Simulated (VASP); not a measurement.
# PtSe2 (Sudovikovite) in VASP: further runs, part 2 of 2

VASP 6.6.1. Earlier steps stand in the parts before.

## 3. Single point, PBE+D3(BJ)

This run uses another cell than the first one, of 127.79 Å³/atom, 1.035 times its volume.

Contents of INCAR:

```
ALGO = Normal ; DIPOL = 0.5 0.5 0.500
EDIFF = 1E-7 ; ENCUT = 520
GGA = PE ; IDIPOL = 3
ISIF = 2 ; ISMEAR = 0
IVDW = 12 ; LASPH = T
LCHARG = F ; LDIPOL = T
LREAL = F ; LWAVE = F
NBANDS = 18 ; NELM = 80
PREC = Accurate ; SIGMA = 0.02
```

Contents of KPOINTS:

```
k-points
0
Gamma
  9 9 1
```

Contents of POSCAR:

```
PtSe2
1.0
    3.7714571402      0.0000000000      0.0000000000
   -1.8857285701      3.2661776927      0.0000000000
    0.0000000000      0.0000000000     31.1215005259
Se Pt
2 1
Direct
    0.6666666667      0.3333333333      0.4588588240
    0.3333333333      0.6666666667      0.5411411760
    0.0000000000      0.0000000000      0.5000000000
```

Potentials or basis: VASP PAW PBE potentials, release 64 (Se, Pt).

Run with:

```console
$ cat potpaw_PBE.64/Se/POTCAR potpaw_PBE.64/Pt/POTCAR > POTCAR
$ mpirun -np 1 vasp_std > vasp.out
```

OUTCAR:

```text
EDIFF = 1E-7
   ENCUT = 520
   GGA = PE
   ISIF = 2
   ISMEAR = 0
   IVDW = 12
   LASPH = T
   LREAL = F
   NELM = 80
   PREC = Accurate
 IVDW          = 12

 ion  position               nearest neighbor table
   1  0.667  0.333  0.459-   3 2.53   3 2.53   3 2.53
   2  0.333  0.667  0.541-   3 2.53   3 2.53   3 2.53
   3  0.000  0.000  0.500-   1 2.53   2 2.53   1 2.53   2 2.53   1 2.53   2 2.53

  LATTYP: Found a hexagonal cell.
 ALAT       =     3.7714571402
 C/A-ratio  =     8.2518505100

  Lattice vectors:

 A1 = (   3.7714571402,   0.0000000000,   0.0000000000)
 A2 = (  -1.8857285701,   3.2661776927,   0.0000000000)
 A3 = (   0.0000000000,   0.0000000000,  31.1215005259)

Analysis of symmetry for initial positions (statically):
=====================================================================
 Subroutine PRICEL returns:
 Original cell was already a primitive cell.

 Routine SETGRP: Setting up the symmetry group for a
 hexagonal supercell.

 Subroutine GETGRP returns: Found 12 space group operations
 (whereof 12 operations were pure point group operations)
 out of a pool of 24 trial point group operations.

The static configuration has the point symmetry D_3d.

Analysis of symmetry for dynamics (positions and initial velocities):
=====================================================================
 Subroutine PRICEL returns:
 Original cell was already a primitive cell.

 Routine SETGRP: Setting up the symmetry group for a
 hexagonal supercell.

 Subroutine GETGRP returns: Found 12 space group operations
 (whereof 12 operations were pure point group operations)
 out of a pool of 24 trial point group operations.

The dynamic configuration has the point symmetry D_3d.

 Subroutine INISYM returns: Found 12 space group operations
 (whereof 12 operations are pure point group operations),
 and found     1 'primitive' translations

----------------------------------------------------------------------------------------

                                     Primitive cell

  volume of cell :     383.3624

  direct lattice vectors                    reciprocal lattice vectors
     3.771457140  0.000000000  0.000000000     0.265149507  0.153084139  0.000000000
    -1.885728570  3.266177693  0.000000000     0.000000000  0.306168278  0.000000000
     0.000000000  0.000000000 31.121500526     0.000000000  0.000000000  0.032132127

  length of vectors
     3.771457140  3.771457140 31.121500526     0.306168278  0.306168278  0.032132127

  position of ions in fractional coordinates (direct lattice)
     0.666666667  0.333333333  0.458858824
     0.333333333  0.666666667  0.541141176
     0.000000000  0.000000000  0.500000000

  ion indices of the primitive-cell ions
   primitive index   ion index
                 1           1
                 2           2
                 3           3

----------------------------------------------------------------------------------------

 KPOINTS: k-points

[... 26 lines left out ...]
  0.222222 -0.000000  0.000000      6.000000
  0.333333 -0.000000  0.000000      6.000000
  0.444444 -0.000000  0.000000      6.000000
  0.111111  0.111111  0.000000      6.000000
  0.222222  0.111111  0.000000     12.000000
  0.333333  0.111111  0.000000     12.000000
  0.444444  0.111111  0.000000      6.000000
  0.222222  0.222222  0.000000      6.000000
  0.333333  0.222222  0.000000     12.000000
  0.333333  0.333333  0.000000      2.000000
   k-points           NKPTS =     12   k-points in BZ     NKDIM =     12   number of bands    NBANDS=     18
   number of dos      NEDOS =    301   number of ions     NIONS =      3
   total plane-waves  NPLWV = 188160
   dimension x,y,z NGX =    28 NGY =   28 NGZ =  240
   dimension x,y,z NGXF=    56 NGYF=   56 NGZF=  480
   ions per type =               2   1
   NGX,Y,Z   is equivalent  to a cutoff of  12.34, 12.34, 12.82 a.u.
   NGXF,Y,Z  is equivalent  to a cutoff of  24.68, 24.68, 25.64 a.u.
 SYSTEM =  unknown system
   PREC   = accura    normal or accurate (medium, high low for compatibility)
   ISTART =      0    job   : 0-new  1-cont  2-samecut
   ICHARG =      2    charge: 1-file 2-atom 10-const
   ISPIN  =      1    spin polarized calculation?
   LNONCOLLINEAR =      F non collinear calculations
   LSORBIT =      F    spin-orbit coupling
   LASPH  =      T    aspherical Exc in radial PAW
   ENCUT  =  520.0 eV  38.22 Ry    6.18 a.u.   7.01  7.01 57.87*2*pi/ulx,y,z
   NELM   =     80;   NELMIN=  2; NELMDL= -5     # of ELM steps
   EDIFF  = 0.1E-06   stopping-criterion for ELM
   LREAL  =      F    real-space projection
   EDIFFG = 0.1E-05   stopping-criterion for IOM
   NSW    =      0    number of steps for IOM
   IBRION =     -1    ionic relax: 0-MD 1-quasi-New 2-CG
   NFREE  =      0    steps in history (QN), initial steepest desc. (CG)
   ISIF   =      2    stress and relaxation
   ISYM   =      2    0-nonsym 1-usesym 2-fastsym
   POTIM  = 0.5000    time-step for ionic-motion
   TEBEG  =    0.0;   TEEND  =   0.0 temperature during run
   PSTRESS=    0.0 pullay stress
   NELECT =      22.0000    total number of electrons
   NUPDOWN=      -1.0000    fix difference up-down
   EMIN   =  10.00;   EMAX   =-10.00  energy-range for DOS
   EFERMI =   0.00;   METHOD = LEGACY
   ISMEAR =     0;   SIGMA  =   0.02  broadening in eV -4-tet -1-fermi 0-gaus
   EFERMI_NEDOS =   21; number of points for ismear=-14 and -15
   IALGO  =     38    algorithm
   IMIX   =      4    mixing-type and parameters
     AMIX     =   0.40;   BMIX     =  1.00
     AMIX_MAG =   1.60;   BMIX_MAG =  1.00
  volume/ion in A,a.u.               =     127.79       862.35
  Fermi-wavevector in a.u.,A,eV,Ry     =   0.631460  1.193286  5.425212  0.398742
  Thomas-Fermi vector in A             =   1.694443
   LORBIT       =      0    0 simple, 1 ext, 2 COOP (PROOUT), +10 PAW based schemes
   GGA     = PE    functional components
   LHFCALC =     F    Hartree Fock is set to
   AEXX    =    0.0000 exact exchange contribution
   IVDW    =    12    specifies the selected vdW correction
   LEPSILON=     F    determine dielectric tensor
   LRPA    =     F    only Hartree local field effects (RPA)
 non-spin polarized calculation
 Gauss-broadening in eV      SIGMA  =   0.02
  energy-cutoff  :      520.00
  volume of cell :      383.36
 maximum number of plane-waves:     10377
 NGX is ok and might be reduce to    28
   NGX = 13   NGY = 13   NGZ =115

 number of electron      21.9999996 magnetization

 dipolmoment           0.000000      0.000000     -0.000000 electrons x Angstroem

 Free energy of the ion-electron system (eV)
  ---------------------------------------------------
  ext. energy  EPLUGINS =         0.00000000
  ---------------------------------------------------
  free energy    TOTEN  =       -14.29109745 eV

  energy without entropy =      -14.29109745  energy(sigma->0) =      -14.29109745

 E-fermi :  -3.8998     XC(G=0):  -2.1333

 val. band max:       -3.9991565366   @ k =   0.1111   0.1111   0.0000
 cond. band min:      -2.6072273611   @ k =   0.2222  -0.0000   0.0000
 fundamental gap:      1.3919291755
 Fermi energy:        -3.8998404267

 k-point     1 :       0.0000    0.0000    0.0000
  band No.  band energies     occupation
      1     -17.9199      2.00000
      2     -16.0654      2.00000
      3      -9.0677      2.00000
      4      -9.0677      2.00000
      5      -8.8932      2.00000
      6      -6.7683      2.00000
[... 229 lines left out ...]
      5      -8.7531      2.00000
      6      -7.3395      2.00000
[... 10 lines left out ...]
     17       4.7748      0.00000
     18       4.8087      0.00000

------------------------ aborting loop because EDIFF is reached ----------------------------------------

 vacuum level on the upper side and lower side of the slab       (xc-potential included)        -0.007        -0.007

 Edisp (eV)   -0.87049

 E8    (eV) :    -0.4001

  FORCE on cell =-STRESS in cart. coord.  units (eV):
  Direction    XX          YY          ZZ          XY          YZ          ZX
  --------------------------------------------------------------------------------------
  -------------------------------------------------------------------------------------
  Total      -1.01644    -1.01644     0.23000     0.00000     0.00000     0.00000
  in kB      -4.24798    -4.24798     0.96123     0.00000     0.00000     0.00000
  external pressure =       -2.51 kB  Pullay stress =        0.00 kB

 VOLUME and BASIS-vectors are now :
 -----------------------------------------------------------------------------
  energy-cutoff  :      520.00
  volume of cell :      383.36
      direct lattice vectors                 reciprocal lattice vectors
     3.771457140  0.000000000  0.000000000     0.265149507  0.153084139  0.000000000
    -1.885728570  3.266177693  0.000000000     0.000000000  0.306168278  0.000000000
     0.000000000  0.000000000 31.121500526     0.000000000  0.000000000  0.032132127

 POSITION                                       TOTAL-FORCE (eV/Angst)
 -----------------------------------------------------------------------------------
      1.88573      1.08873     14.28038        -0.000000      0.000000     -0.095448
     -0.00000      2.17745     16.84113         0.000000     -0.000000      0.095448
      0.00000      0.00000     15.56075        -0.000000      0.000000      0.000000
 -----------------------------------------------------------------------------------
    total drift:                               -0.000000      0.000000      0.000000

  FREE ENERGIE OF THE ION-ELECTRON SYSTEM (eV)
  ---------------------------------------------------
  free  energy   TOTEN  =       -15.1615894181 eV

  energy  without entropy=      -15.1615894181  energy(sigma->0) =      -15.16158942

 vacuum level on the upper side and lower side of the slab         1.759         1.759
```

OSZICAR:

```text
N       E                     dE             d eps       ncg     rms          rms(c)
DAV:   1     0.176581832628E+03    0.17658E+03   -0.65999E+03   432   0.844E+02
DAV:   2     0.833133554952E+01   -0.16825E+03   -0.15665E+03   692   0.148E+02
DAV:   3    -0.147149617974E+02   -0.23046E+02   -0.22649E+02   564   0.681E+01
[... 18 lines left out ...]
DAV:  22    -0.142910967504E+02   -0.15575E-05   -0.34656E-08   436   0.769E-04    0.454E-04
DAV:  23    -0.142910970410E+02   -0.29063E-06   -0.13552E-08   458   0.510E-04    0.996E-04
DAV:  24    -0.142910972724E+02   -0.23135E-06   -0.13367E-08   446   0.530E-04    0.751E-05
DAV:  25    -0.142910973912E+02   -0.11884E-06   -0.35702E-09   462   0.292E-04    0.260E-04
DAV:  26    -0.142910974528E+02   -0.61606E-07   -0.64816E-10   458   0.159E-04
   1 F= -.15161589E+02 E0= -.15161589E+02  d E =-.163214E-13
```

It took 2.1 min on 1 thread of Intel Xeon Platinum 8488C (Sapphire Rapids), shared host; peak memory 0.48 GiB.

Results:

```
Free energy                : -15.1616 eV
Largest force              : 0.095 eV/Å
Band gap on the k mesh     : 1.39 eV, indirect (least direct gap 1.42 eV)
Dispersion energy per atom : -0.290 eV
```

Forces on the atoms (eV/Å):
```
Se   0.000  0.000 -0.095
Se   0.000  0.000  0.095
Pt   0.000  0.000  0.000
```

Levels at points of the mesh, in eV from the valence-band top:
```tsv
k point	band 9	band 10	band 11	band 12	band 13	band 14
(0.00, 0.00, 0.00)	-0.48	-0.04	-0.04	2.97	2.97	4.54
```

Caveat: spin-orbit coupling is left out, which moves the levels of the heavy elements.

## 4. Single point, PBE+D3(BJ)

Contents of INCAR:

```
SYSTEM = PtSe2
ALGO = Normal
DIPOL = 0.5 0.5 0.500
EDIFF = 1E-7
ENCUT = 520
GGA = PE
IDIPOL = 3
ISIF = 2
ISMEAR = 0
IVDW = 12
LASPH = .TRUE.
LCHARG = .FALSE.
LDIPOL = .TRUE.
LREAL = .FALSE.
LWAVE = .FALSE.
NBANDS = 18
NELM = 60
PREC = Accurate
SIGMA = 0.02
```

Contents of KPOINTS:

```
k-points
0
G
  9 9 1
  0 0 0
```

Contents of POSCAR:

```
PtSe2
1.0
    3.7069018370      0.0000000000      0.0000000000
   -1.8534509185      3.2102711602      0.0000000000
    0.0000000000      0.0000000000     31.1215005259
Se Pt
2 1
Direct
    0.6666666667      0.3333333333      0.4574342091
    0.3333333333      0.6666666667      0.5425657909
    0.0000000000      0.0000000000      0.5000000000
```

Potentials or basis: VASP PAW PBE potentials, release 64 (Se, Pt).

Run with:

```console
$ cat potpaw_PBE.64/Se/POTCAR potpaw_PBE.64/Pt/POTCAR > POTCAR
$ mpirun -np 1 vasp_std > vasp.out
```

OUTCAR:

```text
SYSTEM = PtSe2
   EDIFF = 1E-7
   ENCUT = 520
   GGA = PE
   ISIF = 2
   ISMEAR = 0
   IVDW = 12
   LASPH = .TRUE.
   LREAL = .FALSE.
   NELM = 60
   PREC = Accurate
 IVDW          = 12

 ion  position               nearest neighbor table
   1  0.667  0.333  0.457-   3 2.52   3 2.52   3 2.52
   2  0.333  0.667  0.543-   3 2.52   3 2.52   3 2.52
   3  0.000  0.000  0.500-   1 2.52   2 2.52   1 2.52   2 2.52   1 2.52   2 2.52

  LATTYP: Found a hexagonal cell.
 ALAT       =     3.7069018370
 C/A-ratio  =     8.3955556134

[... 442 lines left out ...]
  FORCE on cell =-STRESS in cart. coord.  units (eV):
  Direction    XX          YY          ZZ          XY          YZ          ZX
  --------------------------------------------------------------------------------------
  -------------------------------------------------------------------------------------
  Total      -0.02409    -0.02409    -0.01999     0.00000    -0.00000     0.00000
  in kB      -0.10422    -0.10422    -0.08647     0.00000    -0.00000     0.00000
  external pressure =       -0.10 kB  Pullay stress =        0.00 kB

 VOLUME and BASIS-vectors are now :
 -----------------------------------------------------------------------------
  energy-cutoff  :      520.00
  volume of cell :      370.35
      direct lattice vectors                 reciprocal lattice vectors
     3.706901837  0.000000000  0.000000000     0.269767057  0.155750083  0.000000000
    -1.853450919  3.210271160  0.000000000     0.000000000  0.311500166  0.000000000
     0.000000000  0.000000000 31.121500526     0.000000000  0.000000000  0.032132127

 POSITION                                       TOTAL-FORCE (eV/Angst)
 -----------------------------------------------------------------------------------
      1.85345      1.07009     14.23604        -0.000000     -0.000000      0.002111
     -0.00000      2.14018     16.88546         0.000000      0.000000     -0.002111
      0.00000      0.00000     15.56075         0.000000      0.000000      0.000000
 -----------------------------------------------------------------------------------
    total drift:                               -0.000000      0.000000     -0.000000

  FREE ENERGIE OF THE ION-ELECTRON SYSTEM (eV)
  ---------------------------------------------------
  free  energy   TOTEN  =       -15.1832104705 eV

  energy  without entropy=      -15.1832104705  energy(sigma->0) =      -15.18321047

 vacuum level on the upper side and lower side of the slab         1.816         1.816
```

OSZICAR:

```text
N       E                     dE             d eps       ncg     rms          rms(c)
DAV:   1     0.173252960946E+03    0.17325E+03   -0.66292E+03   432   0.844E+02
DAV:   2     0.574273261254E+01   -0.16751E+03   -0.15630E+03   690   0.148E+02
DAV:   3    -0.147842780571E+02   -0.20527E+02   -0.20360E+02   564   0.656E+01
[... 19 lines left out ...]
DAV:  23    -0.142873910713E+02   -0.10624E-05   -0.31266E-08   438   0.797E-04    0.198E-03
DAV:  24    -0.142873916341E+02   -0.56286E-06   -0.26905E-08   436   0.709E-04    0.632E-04
DAV:  25    -0.142873918729E+02   -0.23877E-06   -0.22331E-08   448   0.701E-04    0.421E-04
DAV:  26    -0.142873919980E+02   -0.12508E-06   -0.22351E-09   442   0.275E-04    0.194E-04
DAV:  27    -0.142873920248E+02   -0.26789E-07    0.99934E-11   484   0.908E-05
   1 F= -.15183210E+02 E0= -.15183210E+02  d E =-.514028E-20
```

Run time: 2.2 min. Hardware: 1 thread of Intel Xeon Platinum 8488C (Sapphire Rapids), shared host; peak memory 0.48 GiB.

What came out:

```
Free energy                : -15.1832 eV
Band gap on the k mesh     : 1.35 eV, indirect (least direct gap 1.58 eV)
Dispersion energy per atom : -0.299 eV
```

Forces on the atoms (eV/Å):
```
Se   0.000  0.000  0.002
Se   0.000  0.000 -0.002
Pt   0.000  0.000  0.000
```

Levels at points of the mesh, in eV from the valence-band top:
| k point | band 7 | band 8 | band 9 | band 10 | band 11 | band 12 | band 13 | band 14 | band 15 | band 16 |
| --- | --- | --- | --- | --- | --- | --- | --- | --- | --- | --- |
| (0.00, 0.00, 0.00) | -2.88 | -1.31 | -0.68 | 0.00 | 0.00 | 2.96 | 2.96 | 4.51 | 5.21 | 5.58 |

Caveat: spin-orbit coupling is left out, which moves the levels of the heavy elements.
